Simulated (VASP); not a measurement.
Wanted: the native input for a VASP 6.6.1 run.

```
Task                   : single point
Functional             : PBE
Potentials or basis    : VASP PAW PBE potentials, release 64 (Ag)
Cutoff                 : 520 eV
k mesh                 : 3 × 3 × 1
Occupations            : gaussian, width 0.1 eV
Spin                   : no spin polarisation
Dipole correction      : no
Further INCAR settings : LREAL = Auto; ALGO = Fast; EDIFF = 1e-07; NBANDS = 174
```

The structure of Ag lies in POSCAR:

```
Ag
1.0
    8.8034794258      0.0000000000      0.0000000000
    0.0000000000      8.8034794258      0.0000000000
    0.0000000000      0.0000000000     16.1500000000
Ag
28
Direct
    0.0000000000      0.0000000000      0.3715170279
    0.3333333172      0.0000000000      0.3715170279
    0.6666666344      0.0000000000      0.3715170279
    0.0000000000      0.3333333172      0.3715170279
    0.3333333172      0.3333333172      0.3715170279
    0.6666666344      0.3333333172      0.3715170279
    0.0000000000      0.6666666344      0.3715170279
    0.3333333172      0.6666666344      0.3715170279
    0.6666666344      0.6666666344      0.3715170279
    0.1703994441      0.1703993305      0.4984509598
    0.4976991242      0.1631759365      0.4979470588
    0.8336702621      0.1661470345      0.4961181424
    0.1631761637      0.4976991242      0.4979471827
    0.4922950109      0.4922950109      0.4994036533
    0.8253938754      0.5017240101      0.4958773994
    0.1661471481      0.8336701485      0.4961184520
    0.5017238965      0.8253939890      0.4958775851
    0.8334653431      0.8334652295      0.4970234675
    0.0110515394      0.0110513122      0.6234490402
    0.3461927782     -0.0202296151      0.6230494118
    0.6741927496     -0.0083723715      0.6221734985
   -0.0202300694      0.3461924374      0.6230491022
    0.4700575534      0.4700561903      0.7251419814
    0.6622415659      0.3183033508      0.6227269969
   -0.0083724851      0.6741924088      0.6221735604
    0.3183033508      0.6622411115      0.6227274303
    0.6589303751      0.6589308294      0.6255275542
    0.2720400519      0.2720411878      0.6574258204
```

The cell was built by a generator and needn't be a form met in nature.

The input as run:

INCAR

```
SYSTEM = Ag
PREC = Accurate
ENCUT = 520
EDIFF = 1E-7
ISMEAR = 0
SIGMA = 0.1
LREAL = Auto
LASPH = .TRUE.
NELM = 100
ALGO = Fast
ISIF = 2
LWAVE = .FALSE.
LCHARG = .FALSE.
GGA = PE
NBANDS = 174
```

KPOINTS

```
regular mesh
0
G
  3 3 1
  0 0 0
```

Potentials or basis: VASP PAW PBE potentials, release 64 (Ag).

Command:

```bash
$ cat potpaw_PBE.64/Ag/POTCAR > POTCAR
$ mpirun -np 1 vasp_std > vasp.out
```

Results of the run:

The largest force is 0.486 eV/Å and the band gap on the k mesh is none (metal or under the smearing width).

Wall time 16 min on 1 thread of Intel(R) Xeon(R) 6975P-C (Granite Rapids), on a shared host, peak memory 1.4 GiB.
